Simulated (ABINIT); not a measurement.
Crystal: BN.

```
N B
1.0
     0.00000    1.81300    1.81300
     1.81300    0.00000    1.81300
     1.81300    1.81300    0.00000
N B
1 1
Direct
  0.25000 0.25000 0.25000
  0.00000 0.00000 0.00000
```

The cell is a database's computed one.

Base run:

```yaml
Program: ABINIT 10.8.3 (patched build)
Functional: WC
Potentials_or_basis: JTH PAW PBE v2.0
Cutoff: 680 eV
k_mesh: 13 × 13 × 13
Occupations: fermi-dirac, width 0.05 eV
Spin: no spin polarisation
```

Its results: band gap on the k mesh 4.40 eV, indirect (least direct gap 8.73 eV).

Task: After a change of settings the same cell gave: band gap on the k mesh 4.22 eV, indirect (least direct gap 8.67 eV). Which change was it?
A. functional from WC to PBE; k mesh from 13 × 13 × 13 to 8 × 8 × 8
B. functional from WC to PBEsol; potentials or basis from JTH PAW PBE v2.0 to PseudoDojo NC SR PBEsol v0.4 stringent; cutoff from 680 eV to 1143 eV
C. functional from WC to SOGGA
D. functional from WC to BP86

Result: C.

Caveats: an odd mesh through Γ misses points on the zone boundary, where band edges often lie.
